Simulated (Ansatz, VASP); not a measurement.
One calculation of TiO2, two programs

```
CELL_PARAMETERS angstrom
4.64340 0.00000 0.00000
0.00000 4.64340 0.00000
0.00000 0.00000 2.72680
ATOMIC_POSITIONS crystal
Ti 0.00000 0.00000 0.00000
Ti 0.50000 0.50000 0.50000
O 0.30510 0.30510 0.00000
O 0.19490 0.80510 0.50000
O 0.69490 0.69490 0.00000
O 0.80510 0.19490 0.50000
```

Alike in both runs: task single point; functional PBE; k mesh 6 × 6 × 10; occupations gaussian, width 0.05 eV; no spin polarisation.

|  | VASP | Ansatz |
| --- | --- | --- |
| version | VASP 6.6.1 | Ansatz 0.2.0 |
| potentials or method | VASP PAW PBE potentials, release 64 (Ti_sv, O) | scalar-relativistic, plane waves, PAW |
| plane-wave cutoff (eV) | 520 | 520 |
| valence electrons in the cell | 48 | 48 |

VASP gave:

| Item | Value |
| --- | --- |
| gap on the k mesh at the Fermi level (eV) | 2.19 |
| least direct gap on the mesh (eV) | 2.21 |
| rms of the force components (eV/Å) | 0.425 |

Q: Which values does Ansatz return?

A: gap on the k mesh at the Fermi level (eV): 2.22; least direct gap on the mesh (eV): 2.24; rms of the force components (eV/Å): 0.399.

Atom by atom the forces differ by 0.027 eV/Å (rms over components).

 A hybrid or GW would open this gap; PBE tends to underestimate it. A k mesh can miss the band edges.
